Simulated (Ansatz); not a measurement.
An ordered 8-atom cell of AlGa₃As₄ on the zincblende lattice (Amm2) at its r2SCAN geometry, run in Ansatz at 3 levels of theory. The cell comes from a prototype generator: it can be a known phase or a hypothetical one. Spin polarisation is off.

The r2SCAN input:
```yaml
crystal:
  lattice:
    - [4.0123053743, 0.0, 0.0]
    - [0.0, 4.0103010711, 5.6646705986]
    - [0.0, -4.0103010711, 5.6646705986]
  atoms:
    - { symbol: Al, position: [0.0, 0.0004024272, 0.0004024272] }
    - { symbol: Ga, position: [0.5, 0.0003885069, 0.4996264072] }
    - { symbol: Ga, position: [0.5, 0.4996264072, 0.0003885069] }
    - { symbol: Ga, position: [0.0, 0.49968973, 0.49968973] }
    - { symbol: As, position: [0.5, 0.124690215, 0.124690215] }
    - { symbol: As, position: [0.0, 0.1247619215, 0.6254947796] }
    - { symbol: As, position: [0.0, 0.6254947796, 0.1247619215] }
    - { symbol: As, position: [0.5, 0.6249460126, 0.6249460126] }
kpoints:
  mp_grid: { grid: [6, 4, 4] }
  band_path:
    path:
      - [0.0, 0.0, 0.0]
      - [0.0, 0.5, 0.5]
      - [0.0, 0.6247018543, 0.3752981457]
      - [0.0, 0.3752981457, -0.3752981457]
      - [0.5, 0.0, 0.0]
      - [0.5, 0.3752981457, -0.3752981457]
      - [0.5, 0.6247018543, 0.3752981457]
      - [0.5, 0.5, 0.5]
      - [0.0, 0.5, 0.0]
    npoints: 1
hamiltonian:
  xc: r2scan
scf:
  occupations: { method: fixed }
  n_extra_bands: 6
output:
  forces: true
  stress: true
  eigenvalues: true
```

Main results, then, where recorded, the levels near the gap in eV from the Fermi energy (columns number the bands from 0), one row a point of the path (Γ, Y, C₀, Σ₀, Z, A₀, E₀, T, S):
```
Crystal: 8 atoms, lattice volume = 182.295 Å³
Symmetry: 4 space group operations
Space group: Amm2 (ITA 38)
```
```
Basis set: ecut = 500 eV, 4649 PW (Γ)
k-points: 28 of 96 (time reversal used)
SCF 1 converged in 8 iterations: F = -31373.479809 eV  dr2 = 1.43e-8
Free energy (F): -31373.479809 eV
Fermi energy:    7.391219 eV
--- Forces (eV/Å), atoms counted from 1 ---
  atom   1  Al      0.00000      0.00000    -0.00038
  atom   2  Ga      0.00000    -0.00234      0.00074
  atom   3  Ga      0.00000      0.00234      0.00074
  atom   4  Ga      0.00000      0.00000      0.00258
  atom   5  As      0.00000      0.00000      0.00403
  atom   6  As      0.00000      0.00418    -0.00306
  atom   7  As      0.00000    -0.00418    -0.00306
  atom   8  As      0.00000      0.00000    -0.00160
--- Stress (GPa, compression-positive) ---
        0.003716       0.000000       0.000000
        0.000000      -0.010010       0.000000
        0.000000       0.000000      -0.005575
  P = ⅓ Tr σ = -0.0040 GPa (-0.040 kbar)
```
```tsv
band_47	band_48	band_49	band_50	band_51	band_52	band_53
-1.067	-0.007	-0.005	0.000	1.181	1.413	1.746
-1.588	-1.583	-1.179	-1.160	2.318	2.509	3.184
-1.716	-1.617	-1.519	-0.645	2.718	2.824	2.943
-1.716	-1.617	-1.519	-0.645	2.718	2.824	2.943
-3.260	-3.259	-1.187	-1.156	3.190	3.287	4.947
-1.974	-1.926	-1.302	-1.272	1.995	2.082	2.316
-1.974	-1.926	-1.302	-1.272	1.995	2.082	2.316
-1.123	-1.106	-1.069	-1.063	1.392	1.688	1.789
-0.724	-0.720	-0.570	-0.560	1.926	2.161	2.608
```

r2SCAN gives a direct gap of 1.18 eV at Γ.

**Question.** In the first input these blocks are replaced (the band path and keys that only write files left aside):
```yaml
kpoints:
  mp_grid: { grid: [4, 2, 2] }
hamiltonian:
  xc: hse06
```
What comes out?

**Answer.**
```
Basis set: ecut = 420 eV, 3559 PW (Γ)
k-points: 9 of 16
SCF 1 stopped early in 5 iterations: F = -31313.811928 eV  dr2 = 2.88e-6
Exchange kernel: α = 0.2500, screened, ω = 0.2079 Å⁻¹, Wigner–Seitz truncation, v(0) = 1020.4859 eV·Å³, q-mesh 4×2×2
SCF 2 stopped early in 7 iterations: F = -31320.865366 eV  dr2 = 3.81e-6
hybrid outer 1: dexx = +4.005e-2 eV, tail = 2.51e-4 eV
SCF 3 converged in 7 iterations: F = -31320.865863 eV  dr2 = 1.34e-9
hybrid outer 2: dexx = +5.636e-6 eV, tail = 1.35e-7 eV, Δε = 2.57e-3 eV, ΔF = 5.13e-3 eV/Å
SCF 4 converged in 2 iterations: F = -31320.865863 eV  dr2 = 9.86e-10
hybrid outer 3: dexx = +2.812e-9 eV, tail = 2.61e-9 eV, Δε = 6.50e-5 eV, ΔF = 4.15e-5 eV/Å
Free energy (F): -31320.865863 eV
Fermi energy:    7.219266 eV
--- Forces (eV/Å), atoms counted from 1 ---
  atom   1  Al      0.00000      0.00000    -0.04631
  atom   2  Ga      0.00000    -0.01525    -0.04590
  atom   3  Ga      0.00000      0.01525    -0.04590
  atom   4  Ga      0.00000      0.00000    -0.04268
  atom   5  As      0.00000      0.00000    -0.00119
  atom   6  As      0.00000    -0.01213      0.06432
  atom   7  As      0.00000      0.01213      0.06432
  atom   8  As      0.00000      0.00000      0.05335
--- Stress (GPa, compression-positive) ---
        0.858052       0.000000       0.000000
        0.000000       0.616771       0.000000
        0.000000       0.000000      -0.051728
  P = ⅓ Tr σ = 0.4744 GPa (4.744 kbar)
```
```tsv
band_47	band_48	band_49	band_50	band_51	band_52	band_53
-1.109	-0.015	-0.002	0.000	1.597	1.812	2.081
-1.670	-1.658	-1.246	-1.212	2.711	2.892	3.645
-1.782	-1.700	-1.598	-0.676	3.118	3.230	3.351
-1.782	-1.700	-1.598	-0.676	3.118	3.230	3.351
-3.425	-3.424	-1.253	-1.205	3.656	3.719	5.323
-2.044	-2.018	-1.355	-1.320	2.334	2.401	2.723
-2.044	-2.018	-1.355	-1.320	2.334	2.401	2.723
-1.185	-1.149	-1.116	-1.102	1.780	2.068	2.081
-0.760	-0.746	-0.596	-0.576	2.358	2.567	2.985
```
The HSE06 gap is direct at Γ: 1.60 eV. The mean pressure at these positions is +0.5 GPa, compression counted positive. (The program warns that its thresholds are loose for a hybrid's stress.)

**Question.** In the first input these blocks are replaced (the band path and keys that only write files left aside):
```yaml
kpoints:
  mp_grid: { grid: [4, 2, 2] }
hamiltonian:
  xc: pbe0
```
What comes out?

**Answer.**
```
Basis set: ecut = 420 eV, 3559 PW (Γ)
k-points: 9 of 16
SCF 1 stopped early in 5 iterations: F = -31313.811821 eV  dr2 = 2.67e-6
SCF 2 stopped early in 7 iterations: F = -31320.998429 eV  dr2 = 8.82e-6
hybrid outer 1: dexx = +5.431e-2 eV, tail = 2.94e-4 eV
SCF 3 converged in 6 iterations: F = -31320.999088 eV  dr2 = 1.68e-9
hybrid outer 2: dexx = +1.170e-5 eV, tail = 2.27e-7 eV, Δε = 3.42e-3 eV, ΔF = 5.03e-3 eV/Å
SCF 4 converged in 2 iterations: F = -31320.999088 eV  dr2 = 1.79e-9
hybrid outer 3: dexx = +4.017e-9 eV, tail = 4.71e-9 eV, Δε = 1.24e-4 eV, ΔF = 6.08e-5 eV/Å
Free energy (F): -31320.999088 eV
Fermi energy:    6.882121 eV
--- Forces (eV/Å), atoms counted from 1 ---
  atom   1  Al      0.00000      0.00000    -0.04482
  atom   2  Ga      0.00000    -0.01491    -0.04454
  atom   3  Ga      0.00000      0.01491    -0.04454
  atom   4  Ga      0.00000      0.00000    -0.04128
  atom   5  As      0.00000      0.00000      0.00789
  atom   6  As      0.00000    -0.00505      0.05783
  atom   7  As      0.00000      0.00505      0.05783
  atom   8  As      0.00000      0.00000      0.05161
--- Stress (GPa, compression-positive) ---
        0.658470       0.000000       0.000000
        0.000000       0.427371       0.000000
        0.000000       0.000000      -0.225748
  P = ⅓ Tr σ = 0.2867 GPa (2.867 kbar)
```
```tsv
band_47	band_48	band_49	band_50	band_51	band_52	band_53
-1.131	-0.026	-0.002	0.000	2.240	2.467	2.744
-1.704	-1.687	-1.271	-1.235	3.378	3.559	4.327
-1.773	-1.735	-1.631	-0.681	3.787	3.901	4.021
-1.773	-1.735	-1.631	-0.681	3.787	3.901	4.021
-3.485	-3.483	-1.278	-1.227	4.338	4.402	6.017
-2.061	-2.042	-1.370	-1.334	2.982	3.054	3.365
-2.061	-2.042	-1.370	-1.334	2.982	3.054	3.365
-1.210	-1.165	-1.139	-1.118	2.428	2.722	2.740
-0.775	-0.760	-0.606	-0.585	3.017	3.230	3.658
```
PBE0 gives a direct gap of 2.24 eV at Γ. With the atoms held, the mean pressure is +0.3 GPa (compression positive). (The program warns that its thresholds are loose for a hybrid's stress.)

Small level splittings and stresses of the hybrids carry the error of their coarser meshes.

Totals of different functionals can't be compared.

Spin-orbit coupling is left out.
